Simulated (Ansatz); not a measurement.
Crystal: Se.

```xyz
3
Lattice="4.3552 0.0000 0.0000 -2.1776 3.7717 0.0000 0.0000 0.0000 4.9494" Properties=species:S:1:pos:R:3 pbc="T T T"
Se    1.7050    2.9532    2.4747
Se   -0.4725    0.8185    4.1245
Se    0.9451    0.0000    0.8249
```

| Item | Value |
| --- | --- |
| Program | Ansatz 0.2.0 |
| Task | relaxation of cell and atoms |
| Functional | PBE |
| Dispersion | D4 |
| Potentials or basis | Ansatz PAW |
| Cutoff | 420 eV (not typed: the program's choice for these potentials) |
| k mesh | 7 × 7 × 6 |
| Occupations | fermi-dirac, width 0.05 eV |
| Spin | no spin polarisation |

At the start: volume 27.10 Å³/atom.

Task: Where does the relaxation end?

Result: It ends after 7 steps and the volume is 24.41 Å³/atom (-9.9 %); space group P3_221 (No. 154, to 0.05 Å).

Step by step:
```
step  energy change (eV)  largest force (eV/Å)  volume (Å³)
   1              0.0000                1.1623        81.30
   2             -0.1313                0.2406        77.31
   3             -0.1599                0.0775        75.52
   4             -0.1694                0.0248        72.55
   5             -0.1700                0.0108        73.24
   6             -0.1700                0.0006        73.22
   7             -0.1696                0.0007        73.22
```

Final structure:
```cif
data_structure
_symmetry_space_group_name_H-M 'P 1'
_symmetry_Int_Tables_number 1
_cell_length_a 4.0584
_cell_length_b 4.0584
_cell_length_c 5.1331
_cell_angle_alpha 90.000
_cell_angle_beta 90.000
_cell_angle_gamma 120.000
_cell_volume 73.22
loop_
_atom_site_label
_atom_site_type_symbol
_atom_site_fract_x
_atom_site_fract_y
_atom_site_fract_z
_atom_site_occupancy
Se1 Se 0.75221 0.75221 0.50000 1
Se2 Se 0.00000 0.24779 0.83333 1
Se3 Se 0.24779 0.00000 0.16667 1
```

Caveat: the plane-wave basis is chosen anew once the cell has moved, so the energies of steps on either side of that aren't comparable.
